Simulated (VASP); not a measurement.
# In: molecular dynamics with a thermostat

In, P6_3/mmc (no. 194), 16 atoms in the cell. PBE, molecular dynamics; PAW potentials In (PBE set).

Ensemble: Nose-Hoover chain; Target temperature (K): 600.

## Input

INCAR:
```
ALGO = Fast ; EDIFF = 1E-6
ENCUT = 200 ; GGA = PE
IBRION = 0 ; ISIF = 2
ISMEAR = -1 ; ISYM = 0
KPAR = 2 ; LASPH = True
LCHARG = False ; LREAL = Auto
LWAVE = False ; MDALGO = 4
NELM = 60 ; NELMIN = 4
NHC_NCHAINS = 3 ; NHC_PERIOD = 30
NSW = 60 ; POTIM = 4.0
PREC = Normal ; RANDOM_SEED = 574781 0 0
SIGMA = 0.05 ; TEBEG = 600
```

KPOINTS:
```
k-points
0
Monkhorst-Pack
  2 2 1
```

POSCAR:
```
In
1.0
    6.6709695640      0.0000000000      0.0000000000
    0.0000000000      5.7772291104      0.0000000000
    0.0000000000      0.0000000000     11.0182858400
In
16
Direct
    0.2500000000      0.1666666666      0.3750000000
    0.2500000000      0.1666666666      0.8750000000
    0.7500000000      0.1666666666      0.3750000000
    0.7500000000      0.1666666666      0.8750000000
    0.0000000001      0.6666666666      0.3750000000
    0.0000000001      0.6666666666      0.8750000000
    0.5000000000      0.6666666666      0.3750000000
    0.5000000000      0.6666666666      0.8750000000
    0.0000000000      0.3333333334      0.1250000000
    0.0000000000      0.3333333334      0.6250000000
    0.5000000000      0.3333333334      0.1250000000
    0.5000000000      0.3333333334      0.6250000000
    0.2500000000      0.8333333334      0.1250000000
    0.2500000000      0.8333333334      0.6250000000
    0.7500000000      0.8333333334      0.1250000000
    0.7500000000      0.8333333334      0.6250000000
```

Commands:
```
cat potpaw_PBE.64/In/POTCAR > POTCAR
mpirun -np 2 vasp_std > vasp.out
```

## Result

- Mean temperature (K): 488
- Standard error of the mean temperature (K): 61
- Relative fluctuation of the kinetic energy: 0.267
- Canonical value of that fluctuation: 0.211
- Rise of the mean potential energy above the start (meV/atom): 27.9
- Electronic steps per ionic step after the first: 4.2

Course of the run:

| Time (fs) | Temperature (K) | Potential energy less the first (meV/atom) |
|---|---|---|
| 4 | 600 | 0.0 |
| 24 | 561 | 4.7 |
| 40 | 488 | 13.7 |
| 60 | 379 | 27.7 |
| 76 | 313 | 36.7 |
| 96 | 296 | 41.1 |
| 112 | 335 | 39.1 |
| 132 | 416 | 34.7 |
| 148 | 472 | 33.3 |
| 168 | 511 | 35.2 |
| 184 | 538 | 36.4 |
| 204 | 604 | 32.7 |
| 220 | 684 | 25.8 |
| 240 | 781 | 16.3 |

REPORT:
```
MDALGO =   4
           NHC_NCHAINS =   3
            NHC_PERIOD =    30
            NHC_NRESPA =    1
                NHC_NS =  1
               SCALING =       0
                 CNEXP =     9.000   14.000
           RANDOM_SEED =            574781                0                0

   original number of atomic DOF:         45
   number of independent constraints:      0
   number of active DOF:                  45

========================================
         MD step No.       1
========================================

  Atomic velocities initialized by STEP_tb

  >Nose-Hoover_chains
                       xs       vs(fs^-1)
   nhc_s>  -0.45230213E-07  -0.45225504E-07
   nhc_s>  -0.13889371E-03  -0.13889853E-03
   nhc_s>  -0.13888889E-03  -0.13886960E-03

  >Energies
                    E_tot             E_pot             E_kin               EPS                ES
   e_b>   -0.38602359E+02   -0.39765327E+02    0.11629683E+01    0.14361346E-04   -0.14467796E-04

  >Temperature
               T_sim     T_inst
   tmprt>    600.000    599.805

           RANDOM_SEED =            574781               96                0

[... steps left out ...]

========================================
         MD step No.      60
========================================

  >Nose-Hoover_chains
                       xs       vs(fs^-1)
   nhc_s>  -0.35142182E+00  -0.39587707E-03
   nhc_s>   0.14020242E+01   0.11637605E-01
   nhc_s>  -0.22017088E+00   0.15706285E-01

  >Energies
                    E_tot             E_pot             E_kin               EPS                ES
   e_b>   -0.38603088E+02   -0.39505262E+02    0.15138397E+01    0.14487807E+00   -0.75654417E+00

  >Temperature
               T_sim     T_inst
   tmprt>    600.000    780.768

           RANDOM_SEED =            574781               96                0
```

OSZICAR:
```
N       E                     dE             d eps       ncg     rms          rms(c)
DAV:   1     0.851554415007E+02    0.85155E+02   -0.83172E+03   132   0.505E+02
DAV:   2    -0.319326000988E+02   -0.11709E+03   -0.11037E+03   151   0.995E+01
DAV:   3    -0.400677722100E+02   -0.81352E+01   -0.78415E+01   160   0.274E+01
DAV:   4    -0.402256671180E+02   -0.15789E+00   -0.15647E+00   151   0.431E+00
DAV:   5    -0.402284516764E+02   -0.27846E-02   -0.27825E-02   176   0.574E-01    0.966E+00
RMM:   6    -0.399551893014E+02    0.27326E+00   -0.31451E-02   132   0.627E-01    0.558E+00
RMM:   7    -0.397637844126E+02    0.19140E+00   -0.11638E-01   132   0.119E+00    0.422E-01
RMM:   8    -0.397651079727E+02   -0.13236E-02   -0.19439E-02   132   0.558E-01    0.169E-01
RMM:   9    -0.397652649797E+02   -0.15701E-03   -0.40043E-03   132   0.238E-01    0.544E-02
RMM:  10    -0.397653374028E+02   -0.72423E-04   -0.74957E-04   138   0.108E-01    0.580E-02
RMM:  11    -0.397653173290E+02    0.20074E-04   -0.90621E-05   133   0.386E-02    0.369E-02
RMM:  12    -0.397653256793E+02   -0.83503E-05   -0.36727E-05   129   0.218E-02    0.234E-02
[... left out ...]
     59 T=   764. E= -.38600158E+02 F= -.39477785E+02 E0= -.39435636E+02  EK= 0.14839E+01 SP= -.76E+00 SK= 0.15E+00
[... last step whole ...]
       N       E                     dE             d eps       ncg     rms          rms(c)
DAV:   1    -0.395052123544E+02   -0.27429E-01   -0.24989E-03   168   0.638E-01    0.372E-03
RMM:   2    -0.395052529345E+02   -0.40580E-04   -0.43304E-04   133   0.432E-02    0.291E-03
RMM:   3    -0.395052606523E+02   -0.77179E-05   -0.71962E-05   120   0.168E-02    0.279E-03
RMM:   4    -0.395052616861E+02   -0.10338E-05   -0.10839E-05    95   0.616E-03    0.224E-03
RMM:   5    -0.395052618230E+02   -0.13687E-06   -0.15577E-06    62   0.287E-03
     60 T=   781. E= -.38600842E+02 F= -.39505262E+02 E0= -.39463098E+02  EK= 0.15161E+01 SP= -.76E+00 SK= 0.14E+00
```

Limits: 240 fs of 16 atoms are too short for converged averages.

VASP 6.6.1 took 241 s on 2 cores (AMD EPYC 7R13 (Zen 3)), a shared host.
